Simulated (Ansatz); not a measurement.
A run of Ansatz 0.2.0 is set up as follows.

Contents of input.yaml:

```yaml
crystal:
  lattice:
    - [-3.23863296, 3.23863296, 3.90219629]
    - [3.23863296, -3.23863296, 3.90219629]
    - [3.23863296, 3.23863296, -3.90219629]
  atoms:
    - { symbol: Pb, position: [0.75, 0.75, 0.0] }
    - { symbol: Pb, position: [0.25, 0.25, 0.0] }
    - { symbol: Se, position: [0.129816735, 0.370183265, 0.5] }
    - { symbol: Se, position: [0.870183265, 0.629816735, 0.5] }
    - { symbol: Se, position: [0.370183265, 0.870183265, 0.24036653] }
    - { symbol: Se, position: [0.629816735, 0.129816735, 0.75963347] }
hamiltonian:
  xc: pbesol
  pseudopotentials: { kind: paw }
kpoints:
  mp_grid: { grid: [6, 6, 6] }
  band_path:
    path:
      - [[0.0, 0.0, 0.0], [0.0, 0.0, 0.5], [-0.3444095964, 0.3444095964, 0.5], [-0.4222047982, 0.4222047982, 0.4222047982], [0.0, 0.0, 0.0], [0.5, 0.5, -0.5], [0.4222047982, 0.5777952018, -0.4222047982], [0.0, 0.5, 0.0], [0.25, 0.25, 0.25], [0.5, 0.5, -0.3444095964], [0.5, 0.5, -0.5]]
      - [[0.0, 0.0, 0.5], [0.25, 0.25, 0.25]]
    npoints: 14
scf:
  occupations: { method: fermi_dirac, width: 0.05 }
  n_extra_bands: 15
output:
  forces: true
  stress: true
  eigenvalues: true
  fatbands: true
```

Potentials or basis: Ansatz PAW.

Run with:

```console
$ ansatz run input.yaml --threads 2 --pin off --max-ram 5632MiB --backend cpu --events-out ev --progress --plain --runs-dir out
```

**Question.** Predict the band gap on the k mesh.

**Answer.** None (metal or under the smearing width).

**Question.** Predict the pressure.

**Answer.** -1.9 GPa.

Forces in eV/Å, atoms in the order of the input:
```
Pb   0.000  0.000  0.000
Pb   0.000  0.000  0.000
Se  -0.124  0.124  0.000
Se   0.124 -0.124  0.000
Se  -0.124 -0.124  0.000
Se   0.124  0.124  0.000
```

Caveat: spin-orbit coupling is left out, which moves the levels of the heavy elements; the PAW data sets come from PBE, with cores solved anew for the run's functional, which leaves a small shift of forces and pressure.
